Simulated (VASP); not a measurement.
# GaAs (F-43m) in VASP: notebook, part 3 of 3

VASP 6.6.1. Earlier steps stand in the parts before.

**5. Band structure, PBE**

Contents of POSCAR:

```
GaAs
1.0
    0.0000000000      2.8268500000      2.8268500000
    2.8268500000      0.0000000000      2.8268500000
    2.8268500000      2.8268500000      0.0000000000
As Ga
1 1
Direct
    0.7500000000      0.7500000000      0.7500000000
    0.0000000000      0.0000000000      0.0000000000
```

Contents of INCAR.step1:

```
SYSTEM = GaAs
PREC = Accurate ; ENCUT = 900
EDIFF = 1E-6 ; ISMEAR = -1
SIGMA = 0.05 ; LREAL = .FALSE.
LASPH = .TRUE. ; NELM = 80
ALGO = Normal ; ISIF = 2
LWAVE = .FALSE. ; LCHARG = .TRUE.
GGA = PE
```

Contents of KPOINTS.step1:

```
regular mesh
0
G
  8 8 8
  0 0 0
```

Contents of INCAR.step2:

```
SYSTEM = GaAs
PREC = Accurate ; ENCUT = 900
EDIFF = 1E-6 ; ISMEAR = 0
SIGMA = 0.05 ; LREAL = .FALSE.
LASPH = .TRUE. ; NELM = 80
ALGO = Normal ; ISIF = 2
LWAVE = .FALSE. ; LCHARG = .FALSE.
GGA = PE ; ICHARG = 11
```

Contents of KPOINTS.step2:

```
path GXWKGLUWLK,UX
10
line-mode
reciprocal
 0.0000000000  0.0000000000  0.0000000000  G
 0.5000000000  0.0000000000  0.5000000000  X

 0.5000000000  0.0000000000  0.5000000000  X
 0.5000000000  0.2500000000  0.7500000000  W

 0.5000000000  0.2500000000  0.7500000000  W
 0.3750000000  0.3750000000  0.7500000000  K

 0.3750000000  0.3750000000  0.7500000000  K
 0.0000000000  0.0000000000  0.0000000000  G

 0.0000000000  0.0000000000  0.0000000000  G
 0.5000000000  0.5000000000  0.5000000000  L

 0.5000000000  0.5000000000  0.5000000000  L
 0.6250000000  0.2500000000  0.6250000000  U

 0.6250000000  0.2500000000  0.6250000000  U
 0.5000000000  0.2500000000  0.7500000000  W

 0.5000000000  0.2500000000  0.7500000000  W
 0.5000000000  0.5000000000  0.5000000000  L

 0.5000000000  0.5000000000  0.5000000000  L
 0.3750000000  0.3750000000  0.7500000000  K

 0.6250000000  0.2500000000  0.6250000000  U
 0.5000000000  0.0000000000  0.5000000000  X
```

Potentials or basis: VASP PAW PBE potentials, release 64 (As, Ga_h).

Run with:

```
cat potpaw_PBE.64/As/POTCAR potpaw_PBE.64/Ga_h/POTCAR > POTCAR
cp INCAR.step1 INCAR
cp KPOINTS.step1 KPOINTS
mpirun -np 1 vasp_std > vasp.out
cp INCAR.step2 INCAR
cp KPOINTS.step2 KPOINTS
mpirun -np 1 vasp_std > vasp.out
```

It took 54 s on 1 thread of Intel Xeon 6975P-C (Granite Rapids), shared host; peak memory 0.33 GiB.

Results (log left out):

```yaml
Band_gap_on_the_k_mesh: 0.52 eV, direct
Band_gap_along_the_path: 0.52 eV, direct
```

Levels at the corners of the path, in eV from the valence-band top:
```
point  band 5  band 6  band 7  band 8  band 9  band 10  band 11  band 12  band 13
    Γ  -14.71  -12.73    0.00    0.00    0.00     0.52     3.73     3.73     3.73
    X  -14.69  -10.22   -6.82   -2.68   -2.68     1.46     1.65    10.16    10.16
    X  -14.69  -10.22   -6.82   -2.68   -2.68     1.46     1.65    10.16    10.17
    W  -14.70  -10.16   -6.63   -3.54   -3.35     4.62     4.72     5.41     6.03
    W  -14.70  -10.16   -6.63   -3.54   -3.35     4.62     4.72     5.41     6.03
    K  -14.70  -10.26   -6.63   -3.86   -2.26     1.96     4.63     7.95     8.05
    K  -14.70  -10.26   -6.63   -3.86   -2.26     1.96     4.63     7.95     8.05
    Γ  -14.71  -12.73    0.00    0.00    0.00     0.52     3.73     3.73     3.73
    Γ  -14.71  -12.73    0.00    0.00    0.00     0.52     3.73     3.73     3.73
    L  -14.70  -10.96   -6.64   -1.14   -1.14     1.00     4.63     4.63     7.75
    L  -14.70  -10.96   -6.64   -1.14   -1.14     1.00     4.63     4.63     7.75
    U  -14.70  -10.26   -6.63   -3.86   -2.26     1.96     4.63     7.95     8.05
    U  -14.70  -10.26   -6.63   -3.86   -2.26     1.96     4.63     7.95     8.05
    W  -14.70  -10.16   -6.63   -3.54   -3.35     4.62     4.72     5.41     6.03
    W  -14.70  -10.16   -6.63   -3.54   -3.35     4.62     4.72     5.41     6.03
    L  -14.70  -10.96   -6.64   -1.14   -1.14     1.00     4.63     4.63     7.75
    L  -14.70  -10.96   -6.64   -1.14   -1.14     1.00     4.63     4.63     7.75
    K  -14.70  -10.26   -6.63   -3.86   -2.26     1.96     4.63     7.95     8.05
    U  -14.70  -10.26   -6.63   -3.86   -2.26     1.96     4.63     7.95     8.05
    X  -14.69  -10.22   -6.82   -2.68   -2.68     1.46     1.65    10.16    10.17
```

Caveat: the log is that of the step along the path at fixed density, whose energy, stress, charges and moments have no meaning.

**6. Band structure, PBE**

POSCAR is that of step 5.

Contents of INCAR.step1:

```
ALGO = Normal
EDIFF = 1E-6
ENCUT = 520
GGA = PE
ISIF = 2
ISMEAR = -1
LASPH = T
LCHARG = T
LREAL = F
LWAVE = F
NELM = 100
PREC = Accurate
SIGMA = 0.05
```

Contents of KPOINTS.step1:

```
k-points
0
Gamma
  8 8 8
```

Contents of INCAR.step2:

```
ALGO = Normal
EDIFF = 1E-6
ENCUT = 520
GGA = PE
ICHARG = 11
ISIF = 2
ISMEAR = 0
LASPH = T
LCHARG = F
LREAL = F
LWAVE = F
NELM = 100
PREC = Accurate
SIGMA = 0.05
```

Edit KPOINTS.step2 of step 5 so:

```diff
@@ -1,3 +1,3 @@
 path GXWKGLUWLK,UX
-10
+20
 line-mode
```

Potentials or basis: VASP PAW PBE potentials, release 54 (As, Ga_d).

Run with:

```
cat potpaw_PBE.54/As/POTCAR potpaw_PBE.54/Ga_d/POTCAR > POTCAR
cp INCAR.step1 INCAR
cp KPOINTS.step1 KPOINTS
mpirun -np 1 vasp_std > vasp.out
cp INCAR.step2 INCAR
cp KPOINTS.step2 KPOINTS
mpirun -np 1 vasp_std > vasp.out
```

It took 39 s on 1 thread of Intel Xeon 6975P-C (Granite Rapids), shared host; peak memory 0.26 GiB.

It converged, with:

```yaml
Band_gap_on_the_k_mesh: 0.52 eV, direct
Band_gap_along_the_path: 0.52 eV, direct
```

Levels at the corners of the path, in eV from the valence-band top:
| point | band 5 | band 6 | band 7 | band 8 | band 9 | band 10 | band 11 | band 12 | band 13 |
| --- | --- | --- | --- | --- | --- | --- | --- | --- | --- |
| Γ | -14.73 | -12.73 | 0.00 | 0.00 | 0.00 | 0.52 | 3.72 | 3.72 | 3.72 |
| X | -14.72 | -10.22 | -6.82 | -2.68 | -2.68 | 1.46 | 1.65 | 10.16 | 10.17 |
| X | -14.72 | -10.22 | -6.82 | -2.68 | -2.68 | 1.46 | 1.65 | 10.16 | 10.16 |
| W | -14.73 | -10.16 | -6.64 | -3.54 | -3.34 | 4.62 | 4.72 | 5.41 | 6.03 |
| W | -14.73 | -10.16 | -6.64 | -3.54 | -3.34 | 4.62 | 4.72 | 5.41 | 6.03 |
| K | -14.72 | -10.26 | -6.63 | -3.86 | -2.26 | 1.96 | 4.63 | 7.95 | 8.05 |
| K | -14.72 | -10.26 | -6.63 | -3.86 | -2.26 | 1.96 | 4.63 | 7.95 | 8.05 |
| Γ | -14.73 | -12.73 | 0.00 | 0.00 | 0.00 | 0.52 | 3.72 | 3.72 | 3.72 |
| Γ | -14.73 | -12.73 | 0.00 | 0.00 | 0.00 | 0.52 | 3.72 | 3.72 | 3.72 |
| L | -14.73 | -10.96 | -6.64 | -1.14 | -1.14 | 1.00 | 4.63 | 4.63 | 7.75 |
| L | -14.73 | -10.96 | -6.64 | -1.14 | -1.14 | 1.00 | 4.63 | 4.63 | 7.75 |
| U | -14.72 | -10.26 | -6.63 | -3.86 | -2.26 | 1.96 | 4.63 | 7.95 | 8.05 |
| U | -14.72 | -10.26 | -6.63 | -3.86 | -2.26 | 1.96 | 4.63 | 7.95 | 8.05 |
| W | -14.73 | -10.16 | -6.64 | -3.54 | -3.34 | 4.62 | 4.72 | 5.41 | 6.03 |
| W | -14.73 | -10.16 | -6.64 | -3.54 | -3.34 | 4.62 | 4.72 | 5.41 | 6.03 |
| L | -14.73 | -10.96 | -6.64 | -1.14 | -1.14 | 1.00 | 4.63 | 4.63 | 7.75 |
| L | -14.73 | -10.96 | -6.64 | -1.14 | -1.14 | 1.00 | 4.63 | 4.63 | 7.75 |
| K | -14.72 | -10.26 | -6.63 | -3.86 | -2.26 | 1.96 | 4.63 | 7.95 | 8.05 |
| U | -14.72 | -10.26 | -6.63 | -3.86 | -2.26 | 1.96 | 4.63 | 7.95 | 8.06 |
| X | -14.72 | -10.22 | -6.82 | -2.68 | -2.68 | 1.46 | 1.65 | 10.16 | 10.16 |

Caveat: the log is that of the step along the path at fixed density, whose energy, stress, charges and moments have no meaning.

**7. For comparison**

An earlier run on the cell as given: functional PBEsol; potentials or basis VASP PAW PBE potentials, release 64 (As, Ga_d); cutoff 520 eV; k mesh 8 × 8 × 8; occupations fermi-dirac, width 0.05 eV; no spin polarisation.

* Pressure: 0.3 GPa
* Band gap on the k mesh: 0.46 eV, direct

**8. Overview**

```tsv
task	level	potentials or basis	cutoff (eV)	ladder	gap on the mesh (eV)
band structure	AM05	VASP PAW PBE potentials, release 64 (As, Ga_d)	520	-	0.51
Born charges and dielectric tensor	PBEsol	VASP PAW PBE potentials, release 64 (As, Ga_d)	520	-	0.46
band structure	PBE	VASP PAW PBE potentials, release 64 (As, Ga_h)	900	-	0.52
band structure	PBE	VASP PAW PBE potentials, release 54 (As, Ga_d)	520	-	0.52
single point	PBEsol	VASP PAW PBE potentials, release 64 (As, Ga_d)	520	free	0.46
```

Alike in all rows: no spin polarisation; cell as given; k mesh 8 × 8 × 8; smearing fermi-dirac 0.05 eV.

Caveats: the PAW data sets were made with another functional, which shifts forces and pressure a little (some runs); the gap is small at this level, which inflates the dielectric constant (some runs).

Absolute energies hang on the potentials; compare differences alone.

**9. Comparison with measurements**

Step 3. Against the measured gap of GaAs, 1.412 eV (direct; 300 K; “Evidence of valence band perturbations in GaAsN/GaAs(001): A combined variable-angle spectroscopic ellipsometry and modulated photoreflectance investigation”, 2008, arxiv:0805.2212), the calculated 0.51 eV is off by -0.90 eV. 3 values of this kind are on record (1.412 to 1.51 eV); this one was drawn at random among those near their median, those with a stated uncertainty first. Spin-orbit coupling on As, Ga is left out. The value is that of AM05, without temperature or zero-point motion. Semilocal functionals fall short of measured gaps as a rule.

Step 4. Against the measured gap of GaAs, 1.412 eV (direct; 300 K; “Evidence of valence band perturbations in GaAsN/GaAs(001): A combined variable-angle spectroscopic ellipsometry and modulated photoreflectance investigation”, 2008, arxiv:0805.2212), the calculated 0.46 eV is off by -0.96 eV. 3 values of this kind are on record (1.412 to 1.51 eV); this one was drawn at random among those near their median, those with a stated uncertainty first. Spin-orbit coupling on As, Ga is left out. The value is that of PBEsol on a finite k mesh, which can miss the band edges, without temperature or zero-point motion. Semilocal functionals fall short of measured gaps as a rule. A measured high-frequency dielectric constant of GaAs is 10.89 (300 K; a printed reference work, textbook); the calculated 35.96 misses it by +230.2 %. So large a miss can be the level of theory's own, or it may mean another phase, state or a wrong row.

Step 5. A measured gap of GaAs is 1.412 eV (direct; 300 K; “Evidence of valence band perturbations in GaAsN/GaAs(001): A combined variable-angle spectroscopic ellipsometry and modulated photoreflectance investigation”, 2008, arxiv:0805.2212); the calculated 0.52 eV misses it by -0.89 eV. 3 values of this kind are on record (1.412 to 1.51 eV); this one was drawn at random among those near their median, those with a stated uncertainty first. Spin-orbit coupling on As, Ga is left out. The value is that of PBE, without temperature or zero-point motion. Semilocal functionals fall short of measured gaps as a rule.

Step 6. Measured gap of GaAs: 1.418 eV (direct; 300 K; “Evidence of valence band perturbations in GaAsN/GaAs(001): A combined variable-angle spectroscopic ellipsometry and modulated photoreflectance investigation”, 2008, arxiv:0805.2212). This calculation gives 0.52 eV (-0.90 eV). 3 values of this kind are on record (1.412 to 1.51 eV); this one was drawn at random among those near their median, those with a stated uncertainty first. Spin-orbit coupling on As, Ga is left out. The value is that of PBE, without temperature or zero-point motion. Semilocal functionals fall short of measured gaps as a rule.
